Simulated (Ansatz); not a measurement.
# Is this CaO structure a true minimum?

The cell was reached from a generator's guess, though it ends in a space group that the Crystallography Open Database lists for this formula.

Theory: DFT PBE, scalar-relativistic, plane waves, PAW (Ansatz 0.2.0). Plane waves to 420 eV, a k mesh through Γ of 8×8×8 on the computed 2-atom cell and Gaussian smearing (0.02 eV); no spin polarisation.

The cell below (2 atoms, space group Fm-3m (No. 225)) is relaxed within its symmetry.

```
Ca O
1.0
     0.00000    2.41549    2.41549
     2.41549    0.00000    2.41549
     2.41549    2.41549    0.00000
Ca O
1 1
Direct
  0.00000 0.00000 0.00000
  0.50000 0.50000 0.50000
```

For the test a repeat of it with 4 atoms (edges 3.42, 3.42, 5.92 Å) was strained at random (σ = 1.5 % a component), the atoms were moved at random (σ = 0.05 Å), and all was relaxed again on a coarse 6×6×6 mesh (in the run’s order of axes) with 0.10 eV smearing, with no symmetry imposed.

Problem. Is the structure stable against such a distortion?

Solution. It returns, within 1 meV/atom of the unmoved cell on that mesh and with the same symmetry when read at 0.1 Å. So it is stable against the distortions that fit this cell and that this random move excites. Modes that don't fit the cell aren't tested.
